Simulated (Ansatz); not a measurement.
# Si: the cost of one run

Method: DFT PBEsol, scalar-relativistic, plane waves, PAW, in Ansatz 0.2.0.

### Step 1. Starting point

The structure is cubic, space group Fd-3m (No. 227). Conventional cell: a = 5.444 Å, b = 5.444 Å, c = 5.444 Å, α = 90.00°, β = 90.00°, γ = 90.00°. Around Si (site symmetry -43m) lie 4 Si at 2.36 Å.

Structure file:

```xyz
2
Lattice="0.0000 2.7219 2.7219 2.7219 0.0000 2.7219 2.7219 2.7219 0.0000" Properties=species:S:1:pos:R:3 pbc="T T T"
Si    1.3609    1.3609    1.3609
Si    0.0000    0.0000    0.0000
```

This is candidate A: structure listed in a database for this formula (Fd-3m, No. 227).

(A quick probe on a coarse mesh, which set the mesh and smearing, is not shown.)

### Step 3. The relaxation (candidate A)

input.yaml reads:

```yaml
crystal:
  lattice:
    - [0.0, 2.7218511865, 2.7218511865]
    - [2.7218511865, 0.0, 2.7218511865]
    - [2.7218511865, 2.7218511865, 0.0]
  atoms:
    - { symbol: Si, position: [0.25, 0.25, 0.25] }
    - { symbol: Si, position: [0.0, 0.0, 0.0] }
basis:
  ecutwfc: 420
kpoints:
  mp_grid: { grid: [8, 8, 8] }
hamiltonian:
  xc: pbesol
scf:
  occupations: { method: gaussian, width: 0.02 }
output:
  forces: true
  stress: true
  eigenvalues: true
relax:
  adjacent_minimum: "off"
  f_tol: 0.01
  max_steps: 80
  cell: { stress_tol: 0.05 }
```

**Question.** How long does this run take on 1 thread of an x86-64 CPU, shared host, and how much memory does it need?

About 2.4 s, with a peak of 0.42 GiB.
